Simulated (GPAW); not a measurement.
The system is BeTe.

```
CELL_PARAMETERS angstrom
0.00000 2.77000 2.77000
2.77000 0.00000 2.77000
2.77000 2.77000 0.00000
ATOMIC_POSITIONS crystal
Te 0.75000 0.75000 0.75000
Be 0.00000 0.00000 0.00000
```

Base run:

| Quantity | Value |
| --- | --- |
| Program | GPAW 26.7.0 |
| Functional | PBE |
| Potentials or basis | GPAW PAW data sets (gpaw-data 1.2.1) |
| Cutoff | 800 eV |
| Basis | pw |
| k mesh | 8 × 8 × 8 |
| Occupations | gaussian, width 0.03 eV |
| Spin | no spin polarisation |

Its results: band gap on the k mesh 1.86 eV, indirect (least direct gap 3.58 eV); pressure 4.4 GPa.

Question: The run is repeated on the same cell with these changes: functional from PBE to r2SCAN; occupations from gaussian, width 0.03 eV to fermi-dirac, width 0.05 eV. What comes out?

Answer: Band gap on the k mesh 2.22 eV, indirect (least direct gap 3.97 eV); pressure 4.3 GPa.

Caveats: spin-orbit coupling is left out, which moves the levels of the heavy elements; the PAW data sets were made with another functional, which shifts forces and pressure a little (some runs).
